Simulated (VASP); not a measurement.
Ir:

```
Ir
1.0
    -3.16245    3.16245    3.16245
     3.16245   -3.16245    3.16245
     3.16245    3.16245   -3.16245
Ir
8
Direct
  0.20600 0.20600 0.20600
  0.50000 0.00000 0.29400
  0.29400 0.50000 0.00000
  0.00000 0.29400 0.50000
  0.79400 0.79400 0.79400
  0.50000 0.00000 0.70600
  0.70600 0.50000 0.00000
  0.00000 0.70600 0.50000
```

The cell was built by a generator and needn't be a form met in nature.

| Quantity | Value |
| --- | --- |
| Program | VASP 6.6.1 |
| Task | relaxation of cell and atoms |
| Functional | PBE |
| Potentials or basis | VASP PAW PBE potentials, release 64 (Ir) |
| Cutoff | 600 eV |
| k mesh | 4 × 4 × 4 |
| Occupations | gaussian, width 0.1 eV |
| Spin | no spin polarisation |

At the start: pressure 68.4 GPa; volume 15.81 Å³/atom.

**Question.** How do energy, volume and symmetry change on relaxing?

**Answer.** Over 13 steps the energy falls by 826.6 meV/atom and the volume is 18.51 Å³/atom (+17.0 %); space group Ia-3 (No. 206, to 0.05 Å).

The path:
```csv
step,energy change (eV),largest force (eV/Å),pressure (GPa),volume (Å³)
1,0.0000,5.3843,68.36,126.51
2,17.6567,0.0864,-24.65,294.65
3,3.1755,0.2461,-31.83,214.61
4,-4.0868,0.0015,-24.35,175.88
5,-6.2377,1.0116,0.69,149.84
6,-6.2540,0.8611,-2.88,152.19
7,-6.2553,0.8965,-2.04,151.62
8,-6.4724,0.5435,1.92,147.98
9,-6.5097,0.3536,5.11,145.61
10,-6.5999,0.1246,0.58,148.05
11,-6.6060,0.0664,-0.92,148.95
12,-6.6104,0.0450,-0.40,148.55
13,-6.6127,0.0228,0.24,148.07
```

Final structure:
```yaml
crystal:
  lattice:
    - [-3.33273, 3.33273, 3.33273]
    - [3.33273, -3.33273, 3.33273]
    - [3.33273, 3.33273, -3.33273]
  atoms:
    - { symbol: Ir, position: [0.24177, 0.24177, 0.24177] }
    - { symbol: Ir, position: [0.50000, 0.00000, 0.25823] }
    - { symbol: Ir, position: [0.25823, 0.50000, 0.00000] }
    - { symbol: Ir, position: [0.00000, 0.25823, 0.50000] }
    - { symbol: Ir, position: [0.75823, 0.75823, 0.75823] }
    - { symbol: Ir, position: [0.50000, 0.00000, 0.74177] }
    - { symbol: Ir, position: [0.74177, 0.50000, 0.00000] }
    - { symbol: Ir, position: [0.00000, 0.74177, 0.50000] }
```

Caveat: the volume moved by over 15 % at a fixed basis, so the end points are rough.
